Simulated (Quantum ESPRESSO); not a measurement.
Crystal: NiO.

```
Ni O
1.0
     0.00000    2.09131    2.09131
     2.09131    0.00000    2.09131
     2.09131    2.09131    0.00000
Ni O
1 1
Cartesian
  0.0000 0.0000 0.0000
  2.0913 2.0913 2.0913
```

Base run:

* Program: Quantum ESPRESSO 7.5
* Functional: PBE
* Potentials or basis: GBRV 1.5 PBE
* Cutoff: 612 eV
* Density cutoff: 4898 eV
* k mesh: 8 × 8 × 8
* Occupations: gaussian, width 0.05 eV
* Spin: collinear spin, ferromagnetic start
* Starting moments: [2.0, 0.0] μB

Its results: band gap on the k mesh none (metal or under the smearing width); pressure -0.3 GPa; net moment 1.20 μB per cell; site moments Ni +1.00; O +0.16 μB.

The run is repeated on the same cell with these changes: hubbard terms from none to Ni d U = 5 eV. What comes out?

Band gap on the k mesh 1.22 eV, indirect (least direct gap 2.07 eV); pressure 12.7 GPa; net moment 2.00 μB per cell; site moments Ni +1.70; O +0.24 μB.

The U term pushes filled and empty states of the shell apart.

Caveats: a cell with one magnetic atom can't hold antiferromagnetic order, which such compounds often take; semilocal functionals often make such compounds metallic where correlation or magnetic order opens a gap, which also shifts bond lengths (some runs).

A k mesh can miss the band edges.
